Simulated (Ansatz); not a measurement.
# AlCo: a vibration from a frozen displacement

All numbers below come from DFT PBEsol, scalar-relativistic, plane waves, PAW (Ansatz). Settings: plane waves to 420 eV, k-mesh 16×16×16 (Γ-centred), Gaussian smearing 0.15 eV. No spin polarisation. A magnetic state may lie lower. Energies are free energies at this smearing, counted from the undisturbed cell; pressure is positive in compression.

Zero of the scan (relaxed at this level; it needn't be the usual structure):

```xyz
8
Lattice="-2.8226 2.8226 2.8226 2.8226 -2.8226 2.8226 2.8226 2.8226 -2.8226" Properties=species:S:1:pos:R:3 pbc="T T T"
Al    2.8226    0.0000    0.0000
Al    0.0000    2.8226    0.0000
Al    0.0000    0.0000    2.8226
Al    0.0000    0.0000    0.0000
Co    1.4113    1.4113    1.4113
Co    1.4113    1.4113   -1.4113
Co    1.4113   -1.4113    1.4113
Co   -1.4113    1.4113    1.4113
```

Atom 1 (Al) is moved by x along the Cartesian unit vector (0.577, -0.577, -0.577); the cell and all other atoms stay fixed. The cell's volume is 89.95 Å³; the moved atoms weigh 26.982 u together and the others 316.677 u.

```csv
x (Å),ΔE (meV/cell),total force on the moved atoms along the move (eV/Å),pressure (GPa)
-0.1000,52.52,1.0586,0.2953
-0.0600,18.81,0.6289,0.1320
0.0000,0.00,0.0000,0.0404
0.0800,33.52,-0.8421,0.2033
```

**Question.** What frequency belongs to this motion?

**Answer.** The force constant is k = −dF/dx = 10.501 eV/Å², from the parabola through x = -0.0600, 0 and 0.0800. In every cell the moved atoms swing against the rest, so the mass is μ = m₁m₂/(m₁ + m₂) = 24.863 u, and ν̃ = 521.5 cm⁻¹ × √(|k|/μ) = 339 cm⁻¹. The pattern needn't be a normal mode: ν̃² is then a weighted mean of the squared nonzero frequencies at the zone centre of this cell, so it lies between the lowest and the highest of them.

**Question.** How far does the harmonic law reach?

**Answer.** At x = -0.100 Å, kx²/2 = 52.50 meV against the computed 52.52 meV (+0.0 %): the well is still close to harmonic there.

In a metal these slopes depend on the k mesh and the smearing.

Cost: 4 runs of about 4.5 core-minutes in all, on Intel Xeon 6975P-C (Granite Rapids) (shared hosts).